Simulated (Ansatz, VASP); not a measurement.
**Two plane-wave programs on Zr2S3**

File INCAR:

```
PREC = Accurate
ENCUT = 520
EDIFF = 1E-6
ISMEAR = 0
SIGMA = 0.1
LREAL = False
LASPH = True
NELM = 60
ALGO = Normal
ISIF = 2
LWAVE = False
LCHARG = False
GGA = PE
NBANDS = 29
```

File KPOINTS:

```
Automatic mesh
0
Gamma
  4 4 4
```

File POSCAR:

```
Zr2S3
1.0
    4.1808585500      0.0000000000      0.0000000000
    0.0000000000      4.1808585500      0.0000000000
    0.0000000000      0.0000000000      6.9531535300
Zr S
2 3
Direct
    0.5000000000      0.5000000000      0.7848865600
    0.5000000000      0.5000000000      0.2151134400
    0.0000000000      0.5000000000      0.5000000000
    0.5000000000      0.0000000000      0.5000000000
    0.0000000000      0.0000000000      0.0000000000
```

Input for Ansatz:

```yaml
crystal:
  lattice:
    - [4.18085855, 0.0, 0.0]
    - [0.0, 4.18085855, 0.0]
    - [0.0, 0.0, 6.95315353]
  atoms:
    - { symbol: Zr, position: [0.5, 0.5, 0.78488656] }
    - { symbol: Zr, position: [0.5, 0.5, 0.21511344] }
    - { symbol: S, position: [0.0, 0.5, 0.5] }
    - { symbol: S, position: [0.5, 0.0, 0.5] }
    - { symbol: S, position: [0.0, 0.0, 0.0] }
basis:
  ecutwfc: 420
kpoints:
  mp_grid: { grid: [4, 4, 4] }
hamiltonian:
  xc: pbe
scf:
  occupations: { method: gaussian, width: 0.1 }
  lower_state_search: "off"
output:
  forces: true
  stress: true
  eigenvalues: true
```

Alike in both runs: task single point; functional PBE; k mesh 4 × 4 × 4; occupations gaussian, width 0.1 eV; no spin polarisation.

|  | VASP | Ansatz |
| --- | --- | --- |
| version | VASP 6.6.1 | Ansatz 0.2.0 |
| potentials or method | VASP PAW PBE potentials, release 64 (Zr_sv, S) | scalar-relativistic, plane waves, PAW |
| plane-wave cutoff (eV) | 520 | 420 |
| valence electrons in the cell | 42 | 42 |

|  | VASP | Ansatz | Ansatz less VASP |
| --- | --- | --- | --- |
| gap on the k mesh at the Fermi level (eV) | none | none | - |
| pressure (GPa) | -13.6 | -13.6 | +0.02 |
| largest component of the traceless stress (GPa) | 5.60 | 5.61 | +0.006 |
| rms of the force components (eV/Å) | 0.835 | 0.831 | -0.0039 |

Atom by atom the forces differ by 0.004 eV/Å (rms over components). A gap of «none» marks a metal or a gap that the smearing closes.

Caveats: the k mesh is coarse (spacing up to 0.38 Å⁻¹), so the values aren't converged; forces of over 1 eV/Å show positions far from the minimum, so gaps and moduli don't describe the material at rest.
